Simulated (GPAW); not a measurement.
## How the form of the self-energy moves the gap of KI (Fm-3m)

Aim: compare treatments of exchange, screening and correlation for the gap of KI (Fm-3m).

Calculated with GPAW 26.7.0; PBE and many-body steps on it, plane waves.

This is a report of a sequence of runs, with most program output left out.

**1. The structure**

The structure is cubic, space group Fm-3m (No. 225). Conventional cell: a = 7.066 Å, b = 7.066 Å, c = 7.066 Å, α = 90.00°, β = 90.00°, γ = 90.00°. K has 6 I at 3.53 Å nearest. Nearest to I lie 6 K at 3.53 Å. Farther neighbours and most contacts between anions are not listed.

Coordinates:

```cif
data_structure
_symmetry_space_group_name_H-M 'P 1'
_symmetry_Int_Tables_number 1
_cell_length_a 4.9961
_cell_length_b 4.9961
_cell_length_c 4.9961
_cell_angle_alpha 60.000
_cell_angle_beta 60.000
_cell_angle_gamma 60.000
_cell_volume 88.18
loop_
_atom_site_label
_atom_site_type_symbol
_atom_site_fract_x
_atom_site_fract_y
_atom_site_fract_z
_atom_site_occupancy
K1 K 0.00000 0.00000 0.00000 1
I2 I 0.50000 0.50000 0.50000 1
```

The cell and positions come from the Crystallography Open Database and are kept as given unless a step says otherwise. Spin-orbit coupling is left out unless a step names it.

**2. Empty states on the mesh, 4×4×4 mesh, 415 bands**

This step: GPAW 26.7.0; DFT, PBE, plane waves, PAW.

The sums over transitions need many empty states on a uniform mesh; this step solves for them.

The input, run.py:

```python
import json
import numpy as np
from gpaw.mpi import world
from gpaw import GPAW

calc = GPAW('gs.gpw').fixed_density(kpts={'size': (4, 4, 4), 'gamma': True},
    parallel={'domain': 1, 'band': 1},
    txt='nscf.txt')
calc.diagonalize_full_hamiltonian(nbands=415)
calc.write('full.gpw', mode='all')
res = {}
kpts = calc.get_ibz_k_points()
res['kpts'] = kpts
res['eigenvalues'] = [calc.get_eigenvalues(kpt=k) for k in range(len(kpts))]
res['n_electrons'] = calc.get_number_of_electrons()

if world.rank == 0:
    with open('result.json', 'w') as f:
        json.dump(res, f, default=lambda x: x.tolist())
```

On the command line:

```sh
mpirun -n 4 gpaw python run.py
```

Run time: 16 s. Hardware: 4 MPI ranks of Arm Neoverse V2, shared host; peak memory 1.9 GiB; 64 s of CPU time.

Numbers from this step:

```
gap                                                           : 3.977 eV
k of the valence top                                          : 0, 0, 0
k of the conduction bottom                                    : 0, 0, 0
least direct gap                                              : 3.977 eV
k points computed                                             : 8
lowest point of the top converged band, above the valence top : 155.5190 eV
```

On this mesh the gap is 3.977 eV.

**3. G0W0, Godby-Needs plasmon pole**

G0W0 replaces the xc potential by the self-energy, built once from these orbitals. Only a window of levels is corrected, while the sums run over the empty bands that the input names.

This step: G0W0 on PBE, plane waves, PAW.

The input, run.py:

```python
import json
import numpy as np
from gpaw.mpi import world
from gpaw.response.g0w0 import G0W0

gw = G0W0('full.gpw',
    filename='gw',
    kpts=[0],
    bands=(6, 10),
    ecut=96,
    nbands=188,
    integrate_gamma='WS',
    ppa=True)
gw.calculate()
res = {mode: {k: v for k, v in r.items() if k != 'sigma_eskwn'}
       for mode, r in gw.all_results.items()}

if world.rank == 0:
    with open('result.json', 'w') as f:
        json.dump(res, f, default=lambda x: x.tolist())
```

On the command line:

```sh
mpirun -n 4 gpaw python run.py
```

The job ended after 34 s (4 MPI ranks; peak memory 1.3 GiB; 2.3 min of CPU time).

Numbers from this step:

| Property | Result |
| --- | --- |
| G0W0 gap on the points computed | 6.034 eV |
| least direct G0W0 gap on the computed points | 6.034 eV |
| Z at the valence top | 0.8217 |
| Z at the conduction bottom | 0.8608 |
| starting gap on the mesh | 3.977 eV |
| k of the valence top | 0, 0, 0 |
| k of the conduction bottom | 0, 0, 0 |

The gap on the mesh goes from 3.98 eV to 6.03 eV, a correction of +2.06 eV.

**4. One-shot HSE06**

This step: one-shot HSE06 levels on PBE orbitals, plane waves, PAW.

The input, run.py:

```python
import json
import numpy as np
from gpaw.mpi import world
from gpaw.hybrids.eigenvalues import non_self_consistent_eigenvalues

dft, vxc, vxc_hyb = non_self_consistent_eigenvalues('full.gpw', 'HSE06', 6, 10, kpt_indices=[0])
res = {'dft': dft[0], 'hybrid': (dft - vxc + vxc_hyb)[0]}
if world.rank == 0:
    with open('hybrid.txt', 'w') as f:
        for k, e0, e1 in zip([0], res['dft'], res['hybrid']):
            print(k, ' '.join(f'{x:9.4f}' for x in e0), '|', ' '.join(f'{x:9.4f}' for x in e1), file=f)

if world.rank == 0:
    with open('result.json', 'w') as f:
        json.dump(res, f, default=lambda x: x.tolist())
```

On the command line:

```sh
mpirun -n 4 gpaw python run.py
```

It took 2.4 s on 4 MPI ranks; peak memory 0.93 GiB; 9.2 s of CPU time.

Numbers from this step:

* starting gap on the mesh: 3.977 eV
* hybrid gap on the mesh: 4.858 eV
* least direct hybrid gap on the computed points: 4.858 eV

**5. G0W0, extrapolated in the cutoff**

This step: G0W0 on PBE, plane waves, PAW.

The input, run.py:

```python
import json
import numpy as np
from gpaw.mpi import world
from gpaw.response.g0w0 import G0W0

gw = G0W0('full.gpw',
    filename='gw',
    kpts=[0],
    bands=(6, 10),
    ecut=160.0,
    integrate_gamma='WS',
    ppa=True,
    ecut_extrapolation=True)
gw.calculate()
res = {mode: {k: v for k, v in r.items() if k != 'sigma_eskwn'}
       for mode, r in gw.all_results.items()}

if world.rank == 0:
    with open('result.json', 'w') as f:
        json.dump(res, f, default=lambda x: x.tolist())
```

On the command line:

```sh
mpirun -n 4 gpaw python run.py
```

It took 5 min on 4 MPI ranks; peak memory 1.8 GiB.

Numbers from this step:

```
quasiparticle gap on the points computed              : 6.202 eV
least direct quasiparticle gap on the computed points : 6.202 eV
Z at the valence top                                  : 0.8200
Z at the conduction bottom                            : 0.8598
starting gap on the mesh                              : 3.977 eV
k of the valence top                                  : 0, 0, 0
k of the conduction bottom                            : 0, 0, 0
gaps at the cutoffs of the extrapolation              : 6.114, 6.123, 6.132 eV
```

Against G0W0 in GPAW (4×4×4 mesh, 188 bands, screening to 96 eV, Godby-Needs plasmon pole), the gap moves by +0.168 eV.

**6. One-shot Hartree-Fock**

This step: one-shot Hartree-Fock levels on PBE orbitals, plane waves, PAW.

The input, run.py:

```python
import json
import numpy as np
from gpaw.mpi import world
from gpaw.hybrids.eigenvalues import non_self_consistent_eigenvalues

dft, vxc, vxc_hyb = non_self_consistent_eigenvalues('full.gpw', 'EXX', 6, 10, kpt_indices=[0])
res = {'dft': dft[0], 'hybrid': (dft - vxc + vxc_hyb)[0]}
if world.rank == 0:
    with open('hybrid.txt', 'w') as f:
        for k, e0, e1 in zip([0], res['dft'], res['hybrid']):
            print(k, ' '.join(f'{x:9.4f}' for x in e0), '|', ' '.join(f'{x:9.4f}' for x in e1), file=f)

if world.rank == 0:
    with open('result.json', 'w') as f:
        json.dump(res, f, default=lambda x: x.tolist())
```

On the command line:

```sh
mpirun -n 4 gpaw python run.py
```

Elapsed: 2.4 s, on 4 MPI ranks; peak memory 0.93 GiB; 9.4 s of CPU time.

This step gave:

* starting gap on the mesh: 3.977 eV
* hybrid gap on the mesh: 10.57 eV
* least direct hybrid gap on the computed points: 10.57 eV

**7. G0W0, full frequency, Hilbert transform**

This step: G0W0 on PBE, plane waves, PAW.

The input, run.py:

```python
import json
import numpy as np
from gpaw.mpi import world
from gpaw.response.g0w0 import G0W0

gw = G0W0('full.gpw',
    filename='gw',
    kpts=[0],
    bands=(6, 10),
    ecut=96,
    nbands=188,
    integrate_gamma='WS',
    frequencies={'type': 'nonlinear', 'domega0': 0.1, 'omega2': 15.0},
    eta=0.1,
    nblocksmax=True)
gw.calculate()
res = {mode: {k: v for k, v in r.items() if k != 'sigma_eskwn'}
       for mode, r in gw.all_results.items()}

if world.rank == 0:
    with open('result.json', 'w') as f:
        json.dump(res, f, default=lambda x: x.tolist())
```

On the command line:

```sh
mpirun -n 4 gpaw python run.py
```

The job ended after 69 s (4 MPI ranks; peak memory 1.8 GiB).

This step gave:

| Item | Value |
| --- | --- |
| G0W0 gap on the points computed | 6.062 eV |
| least direct G0W0 gap on the computed points | 6.062 eV |
| starting gap on the mesh | 3.977 eV |
| k of the valence top | 0, 0, 0 |
| k of the conduction bottom | 0, 0, 0 |

Against G0W0 in GPAW (4×4×4 mesh, 188 bands, screening to 96 eV, Godby-Needs plasmon pole), the gap moves by +0.028 eV.

**8. Side by side**

Times are wall times on 4 MPI ranks of Arm Neoverse V2, shared host, good to a factor of about two.

```csv
run,mesh,bands,screening cutoff (eV),DFT gap (eV),gap on the mesh (eV),direct (eV),time
"G0W0, Godby-Needs plasmon pole",4×4×4,188,96,3.977,6.034,6.034,34 s
one-shot HSE06,4×4×4,-,-,3.977,4.858,4.858,2.4 s
"G0W0, extrapolated in the cutoff",4×4×4,-,160,3.977,6.202,6.202,5 min
one-shot Hartree-Fock,4×4×4,-,-,3.977,10.572,10.572,2.4 s
"G0W0, full frequency, Hilbert transform",4×4×4,188,96,3.977,6.062,6.062,69 s
```

**9. Outcome**

| Item | Value |
| --- | --- |
| G0W0, Godby-Needs plasmon pole | 6.034 eV |
| one-shot HSE06 | 4.858 eV |
| G0W0, extrapolated in the cutoff | 6.202 eV |
| one-shot Hartree-Fock | 10.572 eV |
| G0W0, full frequency, Hilbert transform | 6.062 eV |
| known limits | not at the basis limit; no spin-orbit coupling |

**Reading.** One-shot HSE06: −1.177 eV against G0W0, Godby-Needs plasmon pole. G0W0, extrapolated in the cutoff: +0.168 eV against G0W0, Godby-Needs plasmon pole, at other bands or cutoff, so not like for like. One-shot Hartree-Fock: +4.537 eV against G0W0, Godby-Needs plasmon pole. G0W0, full frequency, Hilbert transform: +0.028 eV against G0W0, Godby-Needs plasmon pole. Bare exchange alone opens the gap to 10.57 eV; against G0W0, correlation takes back 4.54 eV. One-shot hybrid levels are evaluated on the PBE orbitals. Bands and cutoff are finite, so the gap is not at the basis limit. The miss can reach some tenths of an eV and take either sign; the mesh is an error of its own. These stock PAW sets were not made for GW; the filled d or f shell of I lies in the frozen core, which bears on start and correction. In the G0W0 runs levels were corrected at 1 k point alone, so a gap called «on the mesh» is the least over those, and an edge elsewhere would be missed. The many-body steps are scalar-relativistic: spin-orbit coupling is not in them.

[Paths, hosts, dates, memory and timing lines, banners, echoed tables and standing remarks are left out of the program output.]

[Logs are printed without paths, hosts, clocks, repeated set-up lines and the standing remarks that a program may print on its own settings, such as how far it seeks lower states.]

[Runs of the session that timed out or met a known fault of the program may be left out.]

[Hosts, paths, dates, database ids (printed as entryN), source tags and the programs' standing remarks are cut or masked in the printed files.]
